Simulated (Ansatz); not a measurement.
Consider the substitution at a C–C bond: `CCC(C)(C)CC` + `Sc1ccccc1` → `CCSc1ccccc1` + `CCC(C)C`.

Program: Ansatz. Geometries: PBE0-D4/def2-TZVP. ΔE: electronic, gas phase. CCSD(T)/CBS adds triple-zeta CCSD(T) − MP2 to the extrapolated MP2 energy (def2 sets, frozen cores). DFT in def2-TZVPP. B3LYP here is the variant with VWN-RPA as its local correlation; programs differ in this. Each species was taken in one conformer, which may not be the lowest.

Task: Is it downhill or uphill in electronic energy at CCSD(T)/CBS, and by how much? (Estimate.)

Result: Computed: Uphill: ΔE = +3.3 kJ/mol.

Task: What do these levels give: PBE-QIDH, B3LYP, BHLYP, LC-ωPBE, MP2/def2-TZVPP, MP2/CBS(def2)? (Estimate.)

Result: Ansatz gave: PBE-QIDH 0.1, B3LYP -10.3, BHLYP -5.7, LC-ωPBE -1.2, MP2/def2-TZVPP 4.9, MP2/CBS(def2) 2.2 kJ/mol.

Largest T1 diagnostic among the species: 0.011.

From PBE to PBE0 (25 % exact exchange), in def2-TZVPP and without D4, ΔE moves by +3.5 kJ/mol. At CCSD(T), def2-SVP lies +10.6 kJ/mol from the extrapolated value and def2-TZVPP +2.7 kJ/mol. In def2-TZVPP, CCSD(T) changes the Hartree–Fock value by +13.4 kJ/mol (the triples alone add +0.1 kJ/mol) and MP2 by +12.2 kJ/mol.
